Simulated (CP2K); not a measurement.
The system is ZrC.

```
Zr C
1.0
     3.34462    0.00000    0.00000
     1.67231    2.89652    0.00000
     1.67231    0.96551    2.73087
Zr C
1 1
Direct
  0.50000 0.50000 0.50000
  0.00000 0.00000 0.00000
```

Base run:

| Quantity | Value |
| --- | --- |
| Program | CP2K 2026.2 |
| Functional | PBEsol |
| Potentials or basis | POTENTIAL_UZH Zr GTH-PBE-q12, C GTH-PBE-q4; TZVP-MOLOPT-PBE-GTH basis |
| Density cutoff | 6123 eV |
| k mesh | 10 × 10 × 10 |
| Occupations | fermi-dirac, width 0.05 eV |
| Spin | no spin polarisation |

Its results: band gap on the k mesh none (metal or under the smearing width); pressure -5.8 GPa.

Q: The run is repeated on the same cell with these changes: functional from PBEsol to PBE. What comes out?

A: Band gap on the k mesh none (metal or under the smearing width); pressure -1.0 GPa.

PBE binds less tightly than PBEsol, so the same cell stands under more pressure.

Caveats: the basis of atomic orbitals isn't converged, which shifts pressures, moduli and gaps; the potentials were made for another functional, which shifts forces and pressure (some runs).
